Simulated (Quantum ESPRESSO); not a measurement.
Runs of Quantum ESPRESSO 7.5 on CoO. It takes space group R-3m (No. 166, trigonal). Conventional cell: a = 3.011 Å, b = 3.011 Å, c = 7.320 Å, α = 90.00°, β = 90.00°, γ = 120.00°. Co (site symmetry -3m) has 6 O at 2.12 Å as nearest neighbours. O (site symmetry -3m) has 6 Co at 2.12 Å as nearest neighbours. The cell is a database's computed one.

```tsv
level	U	gap on the mesh (eV)	pressure (GPa)	moment (μB)
PBEsol	-	none	-8.8	2.99
PBEsol+U	Co d U = 1 eV	none	(b)	3.00
PBEsol+U	Co d U = 4 eV	none	(a)	2.99
PBEsol+U	Co d U = 6 eV	none	-2.4	2.92
PBEsol+U	Co d U = 3 eV	none	-5.8	3.00
```

Alike in all rows: task single point; potentials or basis GBRV 1.5 PBEsol; spin collinear, ferromagnetic start; cell as given; k mesh 11 × 11 × 11; cutoff (eV) 762; smearing fermi-dirac 0.05 eV.

Task: Fill in the values left out.

Result: (a) -4.7; (b) -7.7.

Caveats: a cell with one magnetic atom can't hold antiferromagnetic order, which such compounds often take; semilocal functionals often make such compounds metallic where correlation or magnetic order opens a gap, which also shifts bond lengths (some runs).

A gap of «none» marks a metal or a gap under the smearing width.
